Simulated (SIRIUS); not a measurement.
# Si2W (I4/mmm) in SIRIUS: equation of state

Aim: energy against volume of Si2W in PBEsol, for its equilibrium volume and stiffness.

Everything below comes from runs of SIRIUS 7.12.0. Logs are shortened: lines on timing, memory, paths and dates and some standing lists are left out, and cuts for length are marked. The log counts tension as positive stress, the text compression.

## (1) Starting point

The structure is tetragonal, space group I4/mmm (No. 139). Conventional cell: a = 3.214 Å, b = 3.214 Å, c = 7.830 Å, α = 90.00°, β = 90.00°, γ = 90.00°. W (site symmetry 4/mmm) is surrounded by 10 Si at 2.62 Å. Around Si (site symmetry 4mm) lie 5 Si at 2.59 to 2.63 Å and 5 W at 2.62 Å.

## (2) Single point, PBEsol, 12.67 Å³/atom (volume scaled by 0.94)

sirius.json

```json
{
  "control": {
    "processing_unit": "cpu",
    "verbosity": 2,
    "num_bands_to_print": 19,
    "print_forces": true,
    "print_stress": true
  },
  "parameters": {
    "electronic_structure_method": "pseudopotential",
    "xc_functionals": ["XC_GGA_X_PBE_SOL", "XC_GGA_C_PBE_SOL"],
    "gk_cutoff": 8.7,
    "pw_cutoff": 17.4,
    "ngridk": [12, 12, 12],
    "shiftk": [0, 0, 0],
    "smearing": "fermi_dirac",
    "smearing_width": 0.0018374661,
    "num_bands": 19,
    "num_mag_dims": 0,
    "num_dft_iter": 100,
    "energy_tol": 1e-08,
    "density_tol": 1e-06
  },
  "iterative_solver": {
    "type": "davidson",
    "min_tolerance": 1e-10
  },
  "mixer": {
    "type": "anderson",
    "beta": 0.7,
    "max_history": 8
  },
  "settings": {
    "tol_ne": 1e-10,
    "pseudo_grid_cutoff": 6.5
  },
  "unit_cell": {
    "lattice_vectors": [
      [-0.354982001598, 0.354982001598, 0.864855801323],
      [0.354982001598, -0.354982001598, 0.864855801323],
      [0.354982001598, 0.354982001598, -0.864855801323]
    ],
    "lattice_vectors_scale": 8.3796137704,
    "atom_coordinate_units": "lattice",
    "atom_types": ["W", "Si"],
    "atom_files": {
      "W": "W.json",
      "Si": "Si.json"
    },
    "atoms": {
      "W": [
        [0.0, 0.0, 0.0]
      ],
      "Si": [
        [0.6653, 0.6653, 0.0],
        [0.3347, 0.3347, 0.0]
      ]
    }
  }
}
```

Potentials or basis: PseudoDojo 0.4.1 PBEsol standard (scalar relativistic).

Started as:

```
> upf_to_json W.upf
> upf_to_json Si.upf
> OMP_NUM_THREADS=4 sirius.scf --input=sirius.json --output=out.json --task=0
```

Standard output:

```text
[info] SIRIUS version : 7.12.0
[info] number of MPI ranks           : 1
[info] MPI grid                      : 1 1
[info] maximum number of OMP threads : 4
[fft] FFT context for density and potential
[fft] =====================================
[fft]   comm size                             : 1
[fft]   plane wave cutoff                     : 17.4
[fft]   grid size                             : 50 50 50   total : 125000
[fft]   grid limits                           : -24 25   -24 25   -24 25
[fft]   number of G-vectors within the cutoff : 11431
[fft]   local number of G-vectors             : 11431
[fft]   number of G-shells                    : 1689
[fft] FFT context for coarse grid
[fft] =====================================
[fft]   comm size                             : 1
[fft]   plane wave cutoff                     : 17.4
[fft]   grid size                             : 50 50 50   total : 125000
[fft]   grid limits                           : -24 25   -24 25   -24 25
[fft]   number of G-vectors within the cutoff : 11431
[fft]   local number of G-vectors             : 11431
[fft]   number of G-shells                    : 1689
[unit cell] lattice vectors
[unit cell]   a1 :      -2.9746120688      2.9746120688      7.2471575822
[unit cell]   a2 :       2.9746120688     -2.9746120688      7.2471575822
[unit cell]   a3 :       2.9746120688      2.9746120688     -7.2471575822
[unit cell] reciprocal lattice vectors
[unit cell]   b1 :       0.0000000000      1.0561352475      0.4334930789
[unit cell]   b2 :       1.0561352475      0.0000000000      0.4334930789
[unit cell]   b3 :       1.0561352475      1.0561352475      0.0000000000
[unit cell] unit cell volume :       256.50058939 [a.u.^3]
[unit cell] 1/sqrt(omega)    :         0.06243898
[unit cell] MT volume        :         0.00000000 ( 0.00%)
[unit cell] IT volume        :       256.50058939 (100.00%)
[unit cell] number of atom types : 2
[unit cell] type id : 0 symbol :  W mt_radius :  13.950000 num_atoms : 1
[unit cell] type id : 1 symbol : Si mt_radius :  15.090000 num_atoms : 2
[unit cell] total number of atoms : 3
[unit cell] number of symmetry classes : 2
[unit cell] number of PAW atoms : 0
[unit cell] atom id  type id  class id             position                      vector_field
[unit cell] ------------------------------------------------------------------------------------------
[unit cell]      0        0        0      0.00000   0.00000   0.00000      0.00000   0.00000   0.00000
[unit cell]      1        1        1      0.66530   0.66530   0.00000      0.00000   0.00000   0.00000
[unit cell]      2        1        1      0.33470   0.33470   0.00000      0.00000   0.00000   0.00000
[unit cell] atom id         position (Cartesian, a.u.)
[unit cell] ---------------------------------------------
[unit cell]      0       0.000000    0.000000    0.000000
[unit cell]      1       0.000000    0.000000    9.643068
[unit cell]      2       0.000000    0.000000    4.851247
[unit cell] class id : 0 atom id : 0
[unit cell] class id : 1 atom id : 1 2
[unit cell] minimum bond length:     4.791821
[unit cell] total number of pseudo wave-functions: 18
[sym] space group number   : 139
[sym] international symbol : I4/mmm
[sym] Hall symbol          : -I 4 2
[sym] space group transformation matrix :
[sym]  -0.5000  0.5000  0.5000
[sym]   0.5000 -0.5000  0.5000
[sym]   0.5000  0.5000 -0.5000
[sym] space group origin shift :
[sym]   0.0000  0.0000  0.0000
[sym] number of space group operations  : 16
[sym] number of magnetic group operations : 16
[sym] metric tensor error: 7.1054e-15
[sym] rotation matrix error: 0.0000e+00
[sym] symmetry operations
[... list of symmetry operations ...]
[atom type] label          : W
[atom type] --------------------------------------------------------------------------------
[atom type] symbol         : W
[atom type] name           :
[atom type] zn             : 14
[atom type] mass           : 0
[atom type] mt_radius      : 13.95
[atom type] num_mt_points  : 1396
[... 329 lines left out ...]
[find] iteration : 19, RMS (target) : 1.5803e-06 (1.0000e-06) , energy difference (target) : 3.0489e-10 (1.0000e-08)
[find] | SCF iteration  20 out of 100|
[diagonalize] iterative solver tolerance (occupied, empty): 7.19138e-10 7.19138e-10
[diagonalize] average number of iterations: 2.32515
[find] Total energy                   :     -84.34048634 (Ha),    -168.68097268 (Ry)
[find] Free energy (E-TS)             :     -84.34055127 (Ha),    -168.68110254 (Ry)
[find] band gap (eV)                  :       0.00000000
[find] Efermi                         :       0.65581422
[find] iteration : 20, RMS (target) : 1.2193e-06 (1.0000e-06) , energy difference (target) : 7.1395e-11 (1.0000e-08)
[find] bands are converged : true
[find] iterative solver converged : false
[find] +------------------------------+
[find] | SCF iteration  21 out of 100|
[find] +------------------------------+
[... 22 lines left out ...]
[find] <mag|B^{XC}>                   :       0.00000000
[find] <rho|V^{H}>                    :      26.79698230
[find] one-electron contribution      :     -13.95139638 (Ha),     -27.90279276 (Ry)
[find] hartree contribution           :      13.39849115
[find] xc contribution                :     -19.84365547
[find] ewald contribution             :     -63.94392547
[find] PAW contribution               :       0.00000000
[find] smearing (-TS)                 :      -0.00006493
[find] SCF correction                 :      -0.00000017
[find] Total energy                   :     -84.34048634 (Ha),    -168.68097268 (Ry)
[find] Free energy (E-TS)             :     -84.34055127 (Ha),    -168.68110254 (Ry)
[find] band gap (eV)                  :       0.00000000
[find] Efermi                         :       0.65581406
[find] iteration : 21, RMS (target) : 6.5332e-08 (1.0000e-06) , energy difference (target) : 2.9290e-10 (1.0000e-08)
[find] bands are converged : false
[find] iterative solver converged : false
[find] converged after 22 SCF iterations!
[find] Charges and magnetic moments
[find] --------------------------------------------------------------------------------
[find] total charge          : 22.000000
[find] Energy
[find] --------------------------------------------------------------------------------
[find] valence_eval_sum               :      -2.17754875
[find] <rho|V^{XC}>                   :     -15.02313467
[find] <rho|E^{XC}>                   :     -19.84365547
[find] <mag|B^{XC}>                   :       0.00000000
[find] <rho|V^{H}>                    :      26.79698230
[find] one-electron contribution      :     -13.95139638 (Ha),     -27.90279276 (Ry)
[find] hartree contribution           :      13.39849115
[find] xc contribution                :     -19.84365547
[find] ewald contribution             :     -63.94392547
[find] PAW contribution               :       0.00000000
[find] smearing (-TS)                 :      -0.00006493
[find] SCF correction                 :      -0.00000017
[find] Total energy                   :     -84.34048634 (Ha),    -168.68097268 (Ry)
[find] Free energy (E-TS)             :     -84.34055127 (Ha),    -168.68110254 (Ry)
[find] band gap (eV)                  :       0.00000000
[find] Efermi                         :       0.65581406
[ground_state] === stress tensor components [kbar] ===
[ground_state] === stress_kin ===
[ground_state] -18354.396223    0.000000    0.000000
[ground_state]     0.000000-18354.396223   -0.000000
[ground_state]     0.000000   -0.000000-18431.980424
[ground_state] === stress_har ===
[ground_state] -6591.566225    0.000000    0.000000
[ground_state]     0.000000-6591.566225   -0.000000
[ground_state]     0.000000   -0.000000-2185.142863
[ground_state] === stress_ewald ===
[ground_state] 22845.774645    0.000000    0.000000
[ground_state]     0.00000022845.774645    0.000000
[ground_state]     0.000000    0.00000027653.116185
[ground_state] === stress_vloc ===
[ground_state] 16556.469217    0.000000    0.000000
[ground_state]     0.00000016556.469217    0.000000
[ground_state]     0.000000    0.000000 7469.069739
[ground_state] === stress_xc ===
[ground_state] -5470.706708    0.000000   -0.000000
[ground_state]     0.000000-5470.706708    0.000000
[ground_state]    -0.000000    0.000000-5472.818276
[ground_state] === stress_core ===
[ground_state] 10850.024651    0.000000    0.000000
[ground_state]     0.00000010850.024651    0.000000
[ground_state]     0.000000    0.00000010859.185329
[ground_state] === stress_nonloc ===
[ground_state] -19966.967576    0.000000    0.000000
[ground_state]     0.000000-19966.967576   -0.000000
[ground_state]     0.000000   -0.000000-20050.892268
[ground_state] === stress_us_nl ===
[ground_state] -19966.967576    0.000000    0.000000
[ground_state]     0.000000-19966.967576   -0.000000
[ground_state]     0.000000   -0.000000-20050.892268
[ground_state] === stress_total ===
[ground_state]  -131.368219    0.000000    0.000000
[ground_state]     0.000000 -131.368219   -0.000000
[ground_state]     0.000000   -0.000000 -159.462578
[ground_state] ==== total Forces in Ha/bohr =====
[ground_state] atom:    0, force:       0.0000000      0.0000000      0.0000000
[ground_state] atom:    1, force:      -0.0000000      0.0000000      0.0038824
[ground_state] atom:    2, force:       0.0000000     -0.0000000     -0.0038824
[ground_state] ==== ultrasoft contribution from Qij =====
[ground_state] atom:    0, force:       0.0000000      0.0000000      0.0000000
[ground_state] atom:    1, force:       0.0000000      0.0000000      0.0000000
[ground_state] atom:    2, force:       0.0000000      0.0000000      0.0000000
[ground_state] ==== non-local contribution from Beta-projector =====
[ground_state] atom:    0, force:       0.0000000      0.0000000      0.0000000
[ground_state] atom:    1, force:      -0.0000000      0.0000000      0.0003866
[ground_state] atom:    2, force:       0.0000000     -0.0000000     -0.0003866
[ground_state] ==== contribution from local potential =====
[ground_state] atom:    0, force:       0.0000000      0.0000000      0.0000000
[ground_state] atom:    1, force:       0.0000000      0.0000000     -0.7692645
[ground_state] atom:    2, force:       0.0000000     -0.0000000      0.7692645
[ground_state] ==== contribution from core density =====
[ground_state] atom:    0, force:       0.0000000      0.0000000      0.0000000
[ground_state] atom:    1, force:       0.0000000      0.0000000     -0.0007871
[ground_state] atom:    2, force:       0.0000000      0.0000000      0.0007871
[ground_state] ==== Ewald forces from ions =====
[ground_state] atom:    0, force:       0.0000000      0.0000000      0.0000000
[ground_state] atom:    1, force:      -0.0000000      0.0000000      0.7735474
[ground_state] atom:    2, force:       0.0000000      0.0000000     -0.7735474
[~DFT_ground_state] local op. applied: 139484
[~DFT_ground_state] evp. work count: 28866.7
[~DFT_ground_state] number of iterative solver steps: 8563
```

It took 1.7 min on 4 threads of Intel Xeon 6975P-C (Granite Rapids), shared host; peak memory 1.4 GiB.

What came out:

| Item | Value |
| --- | --- |
| Free energy | -2295.0233 eV |
| Pressure | 14.1 GPa |
| Largest force | 0.200 eV/Å |
| Band gap on the k mesh | none (metal or under the smearing width) |

## (3) Single point, PBEsol, 12.94 Å³/atom (volume scaled by 0.96)

sirius.json: that of step 2 with these lines changed.

```diff
@@ -38,7 +38,7 @@
     "lattice_vectors": [
-      [-0.354982001598, 0.354982001598, 0.864855801323],
-      [0.354982001598, -0.354982001598, 0.864855801323],
-      [0.354982001598, 0.354982001598, -0.864855801323]
+      [-0.354982001594, 0.354982001594, 0.864855801327],
+      [0.354982001594, -0.354982001594, 0.864855801327],
+      [0.354982001594, 0.354982001594, -0.864855801327]
     ],
-    "lattice_vectors_scale": 8.3796137704,
+    "lattice_vectors_scale": 8.4386270794,
     "atom_coordinate_units": "lattice",
```

Potentials or basis: PseudoDojo 0.4.1 PBEsol standard (scalar relativistic).

Started as:

```
> upf_to_json W.upf
> upf_to_json Si.upf
> OMP_NUM_THREADS=4 sirius.scf --input=sirius.json --output=out.json --task=0
```

Wall time 71 s (4 threads of Intel Xeon 6975P-C (Granite Rapids), shared host); peak memory 1.5 GiB.

It converged, with:

```
Free energy            : -2295.0793 eV
Pressure               : 8.1 GPa
Largest force          : 0.137 eV/Å
Band gap on the k mesh : none (metal or under the smearing width)
```

## (4) Single point, PBEsol, 13.21 Å³/atom (volume scaled by 0.98)

sirius.json: that of step 3 with these lines changed.

```diff
@@ -38,7 +38,7 @@
     "lattice_vectors": [
-      [-0.354982001594, 0.354982001594, 0.864855801327],
-      [0.354982001594, -0.354982001594, 0.864855801327],
-      [0.354982001594, 0.354982001594, -0.864855801327]
+      [-0.354982001597, 0.354982001597, 0.864855801324],
+      [0.354982001597, -0.354982001597, 0.864855801324],
+      [0.354982001597, 0.354982001597, -0.864855801324]
     ],
-    "lattice_vectors_scale": 8.4386270794,
+    "lattice_vectors_scale": 8.4968263466,
     "atom_coordinate_units": "lattice",
```

Started as:

```
> upf_to_json W.upf
> upf_to_json Si.upf
> OMP_NUM_THREADS=4 sirius.scf --input=sirius.json --output=out.json --task=0
```

Run time: 81 s. Hardware: 4 threads of Intel Xeon 6975P-C (Granite Rapids), shared host; peak memory 1.5 GiB.

The run converged. Its results:

- Free energy: -2295.1069 eV
- Pressure: 2.8 GPa
- Largest force: 0.079 eV/Å
- Band gap on the k mesh: none (metal or under the smearing width)

## (5) Single point, PBEsol, 13.48 Å³/atom

sirius.json: that of step 4 with these lines changed.

```diff
@@ -38,7 +38,7 @@
     "lattice_vectors": [
-      [-0.354982001597, 0.354982001597, 0.864855801324],
-      [0.354982001597, -0.354982001597, 0.864855801324],
-      [0.354982001597, 0.354982001597, -0.864855801324]
+      [-0.354982001596, 0.354982001596, 0.864855801325],
+      [0.354982001596, -0.354982001596, 0.864855801325],
+      [0.354982001596, 0.354982001596, -0.864855801325]
     ],
-    "lattice_vectors_scale": 8.4968263466,
+    "lattice_vectors_scale": 8.5542390769,
     "atom_coordinate_units": "lattice",
```

Started as:

```
> upf_to_json W.upf
> upf_to_json Si.upf
> OMP_NUM_THREADS=4 sirius.scf --input=sirius.json --output=out.json --task=0
```

Wall time 77 s (4 threads of Intel Xeon 6975P-C (Granite Rapids), shared host); peak memory 1.5 GiB.

Results (log left out):

| Quantity | Value |
| --- | --- |
| Free energy | -2295.1090 eV |
| Pressure | -2.0 GPa |
| Largest force | 0.024 eV/Å |
| Band gap on the k mesh | none (metal or under the smearing width) |

## (6) Single point, PBEsol, 13.75 Å³/atom (volume scaled by 1.02)

sirius.json: that of step 5 with these lines changed.

```diff
@@ -38,7 +38,7 @@
     "lattice_vectors": [
-      [-0.354982001596, 0.354982001596, 0.864855801325],
-      [0.354982001596, -0.354982001596, 0.864855801325],
-      [0.354982001596, 0.354982001596, -0.864855801325]
+      [-0.354982001597, 0.354982001597, 0.864855801324],
+      [0.354982001597, -0.354982001597, 0.864855801324],
+      [0.354982001597, 0.354982001597, -0.864855801324]
     ],
-    "lattice_vectors_scale": 8.5542390769,
+    "lattice_vectors_scale": 8.6108913179,
     "atom_coordinate_units": "lattice",
```

Potentials or basis: PseudoDojo 0.4.1 PBEsol standard (scalar relativistic).

Started as:

```
> upf_to_json W.upf
> upf_to_json Si.upf
> OMP_NUM_THREADS=4 sirius.scf --input=sirius.json --output=out.json --task=0
```

It took 85 s on 4 threads of Intel Xeon 6975P-C (Granite Rapids), shared host; peak memory 1.5 GiB.

Results (log left out):

| Quantity | Value |
| --- | --- |
| Free energy | -2295.0882 eV |
| Pressure | -6.3 GPa |
| Largest force | 0.027 eV/Å |
| Band gap on the k mesh | none (metal or under the smearing width) |

## (7) Single point, PBEsol, 14.02 Å³/atom (volume scaled by 1.04)

sirius.json: that of step 6 with these lines changed.

```diff
@@ -38,7 +38,7 @@
     "lattice_vectors": [
-      [-0.354982001597, 0.354982001597, 0.864855801324],
-      [0.354982001597, -0.354982001597, 0.864855801324],
-      [0.354982001597, 0.354982001597, -0.864855801324]
+      [-0.354982001595, 0.354982001595, 0.864855801326],
+      [0.354982001595, -0.354982001595, 0.864855801326],
+      [0.354982001595, 0.354982001595, -0.864855801326]
     ],
-    "lattice_vectors_scale": 8.6108913179,
+    "lattice_vectors_scale": 8.6668077633,
     "atom_coordinate_units": "lattice",
```

Started as:

```
> upf_to_json W.upf
> upf_to_json Si.upf
> OMP_NUM_THREADS=4 sirius.scf --input=sirius.json --output=out.json --task=0
```

Wall time 1.8 min (4 threads of Intel Xeon 6975P-C (Granite Rapids), shared host); peak memory 1.6 GiB.

Results (log left out):

| Property | Result |
| --- | --- |
| Free energy | -2295.0469 eV |
| Pressure | -10.1 GPa |
| Largest force | 0.075 eV/Å |
| Band gap on the k mesh | none (metal or under the smearing width) |

## (8) Single point, PBEsol, 14.29 Å³/atom (volume scaled by 1.06)

sirius.json: that of step 7 with these lines changed.

```diff
@@ -38,7 +38,7 @@
     "lattice_vectors": [
-      [-0.354982001595, 0.354982001595, 0.864855801326],
-      [0.354982001595, -0.354982001595, 0.864855801326],
-      [0.354982001595, 0.354982001595, -0.864855801326]
+      [-0.354982001607, 0.354982001607, 0.864855801316],
+      [0.354982001607, -0.354982001607, 0.864855801316],
+      [0.354982001607, 0.354982001607, -0.864855801316]
     ],
-    "lattice_vectors_scale": 8.6668077633,
+    "lattice_vectors_scale": 8.7220118489,
     "atom_coordinate_units": "lattice",
```

Started as:

```
> upf_to_json W.upf
> upf_to_json Si.upf
> OMP_NUM_THREADS=4 sirius.scf --input=sirius.json --output=out.json --task=0
```

Run time: 89 s. Hardware: 4 threads of Intel Xeon 6975P-C (Granite Rapids), shared host; peak memory 1.6 GiB.

It converged, with:

| Property | Result |
| --- | --- |
| Free energy | -2294.9872 eV |
| Pressure | -13.5 GPa |
| Largest force | 0.121 eV/Å |
| Band gap on the k mesh | none (metal or under the smearing width) |

## (9) Equation of state, PBEsol

Potentials or basis: PseudoDojo 0.4.1 PBEsol standard (scalar relativistic).

No new run: the results of the series are fitted here.

What came out:

```
Equilibrium volume                        : 13.37 Å³/atom
Bulk modulus at fixed shape and positions : 235 GPa
Pressure derivative of the bulk modulus   : 4.4
```

Energy against volume, from the lowest point:
| volume (Å³/atom) | energy (meV/atom) |
| --- | --- |
| 12.670 | 28.55 |
| 12.939 | 9.89 |
| 13.209 | 0.70 |
| 13.479 | 0.00 |
| 13.748 | 6.93 |
| 14.018 | 20.69 |
| 14.287 | 40.60 |

Caveat: the cell was scaled at fixed shape and fractional positions, which overstates the stiffness of a crystal with free parameters, most of all of layers and chains. The run has no spin-orbit coupling, so splittings on W are missing.
